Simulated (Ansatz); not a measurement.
SnO2 (Cassiterite):

```
Sn O
1.0
     4.73800    0.00000    0.00000
     0.00000    4.73800    0.00000
     0.00000    0.00000    3.18650
Sn O
2 4
Direct
  0.50000 0.50000 0.50000
  0.00000 0.00000 0.00000
  0.80710 0.19290 0.50000
  0.69290 0.69290 0.00000
  0.19290 0.80710 0.50000
  0.30710 0.30710 0.00000
```

- Program: Ansatz 0.2.0
- Task: single point
- Functional: PBE
- Potentials or basis: all-electron LAPW, scalar-relativistic
- Cutoff: 412 eV (chosen from the basis error)
- Basis error allowed: 0.001 eV/atom
- k mesh: 6 × 6 × 8
- Occupations: fermi-dirac, width 0.05 eV
- Spin: no spin polarisation

On this cell: pressure 11.0 GPa; largest force 0.273 eV/Å; band gap on the k mesh 1.29 eV, direct.

The same run follows on a disturbed copy (atoms moved at random, drawn with an rms of 0.05 Å):

```xyz
6
Lattice="4.7380 0.0000 0.0000 0.0000 4.7380 0.0000 0.0000 0.0000 3.1865" Properties=species:S:1:pos:R:3 pbc="T T T"
Sn    2.3754    2.4140    1.5851
Sn   -0.0463    0.0291   -0.0057
O     3.8256    0.9225    1.6109
O     3.3039    3.3129    0.0109
O     0.9858    3.8486    1.6247
O     1.4614    1.4522   -0.0394
```

Task: What does the disturbed cell give?

Result: The energy moves by +17.0 meV/atom; pressure 11.0 GPa; largest force 1.733 eV/Å; band gap on the k mesh 1.18 eV, direct.

Forces in eV/Å, atoms in the order of the input:
```
Sn  -0.239 -0.831 -0.075
Sn   1.630 -0.213  0.548
O   -0.501  0.577 -0.438
O    0.059 -0.273 -0.138
O   -0.984  0.640 -0.410
O    0.035  0.100  0.513
```

Stress tensor (GPa, compression positive):
```
 9.98 -0.19 -0.58
-0.19 10.71 -0.83
-0.58 -0.83 12.46
```

Caveats: spin-orbit coupling is left out, which moves the levels of the heavy elements.

